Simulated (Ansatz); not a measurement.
We consider zinc-blende ZnTe, described by B3LYP (VWN-RPA form) in Ansatz (plane waves, PAW).

Run with plane-wave cutoff 460 eV, 8×8×8 k mesh, Fermi–Dirac smearing 0.01 eV, scalar-relativistic PAW data made under PBE.

On both sides of the equilibrium volume: at 30.062 Å³/atom the pressure is 0.52 GPa and the direct gap at Γ 2.115 eV; at 31.193 Å³/atom they are -0.98 GPa and 1.919 eV. The fitted bulk modulus is 41.8 GPa.

### Question
Work out the volume deformation potential of this gap and its pressure coefficient, in two ways.

### Answer
a_V = dE_g/d ln V = (1.919 − 2.115)/ln(31.193/30.062) = -5.31 eV. Since dP = −B d ln V, dE_g/dP = −a_V/B = 127 meV/GPa. Straight from the pressures: (2.115 − 1.919)/(0.52 − (-0.98)) = 131 meV/GPa. At this level and over this range the gap at Γ widens under pressure.

Spin–orbit coupling is not included; with these elements it can move the gap by several tenths of an eV or more.

Ansatz is a quantum-chemistry and plane-wave program.
